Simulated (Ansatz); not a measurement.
GaN (started from an entry of an open crystallographic database), relaxed with r2SCAN in the plane-wave code Ansatz. Space group P6_3mc (No. 186), hexagonal; a = 3.183 Å, c = 5.184 Å in the conventional setting, 11.37 Å³ an atom. Ga has 4 N at 1.95 Å; N has 4 Ga at 1.95 Å.

The axes x, y and z are those of this cell:
```xyz
4
Lattice="3.1831 0.0000 0.0000 -1.5916 2.7567 0.0000 0.0000 0.0000 5.1836" Properties=species:S:1:pos:R:3 pbc="T T T"
Ga    0.0000    1.8378   -0.0046
Ga    1.5916    0.9189    2.5872
N     0.0000    1.8378    1.9485
N     1.5916    0.9189    4.5403
```

Unstrained: The PBE gap is direct at Γ: 1.934 eV. With r2SCAN the gap is 2.351 eV and direct, at Γ. HSE06 gives a direct gap of 3.199 eV at Γ. Meshes: PBE 12×12×6, r2SCAN 12×12×6, HSE06 6×6×4. Strains are changes of length per length, and xy shears are angles. After each strain the atoms were relaxed again with r2SCAN within the symmetry that the strain leaves, so tilts or polar shifts that break it weren't tested; points keep the names that they have in the unstrained zone. The values are computed, spin-unpolarised, and not measurements.

Question: Apply biaxial -4.56 % in x and y, z held. How far does the gap move, against the unstrained cell?

Answer: PBE: the gap goes from 1.934 to 2.283 eV (+0.349 eV); with r2SCAN the top three valence levels at Γ, grouped 2+1 from the top over 36 meV, become 2+1 over 420 meV. r2SCAN: the gap goes from 2.351 to 2.723 eV (+0.372 eV). HSE06: the gap goes from 3.199 to 3.627 eV (+0.428 eV). The r2SCAN energy rises by 81.0 meV an atom.

Question: Estimate what xy shear, engineering strain (angle) -0.92 % does to the gap.

Answer: PBE: the gap goes from 1.934 to 1.907 eV (-0.027 eV); with r2SCAN the top three valence levels at Γ, grouped 2+1 from the top over 36 meV, become 1+1+1 over 63 meV. r2SCAN: the gap goes from 2.351 to 2.323 eV (-0.028 eV). HSE06: the gap goes from 3.199 to 3.172 eV (-0.027 eV). The r2SCAN energy rises by 0.3 meV an atom.

The meshes of the hybrids are coarse, so their gaps aren't converged to the digits shown.

The splittings at Γ are without spin-orbit coupling, which regroups them where it is of like size or larger.
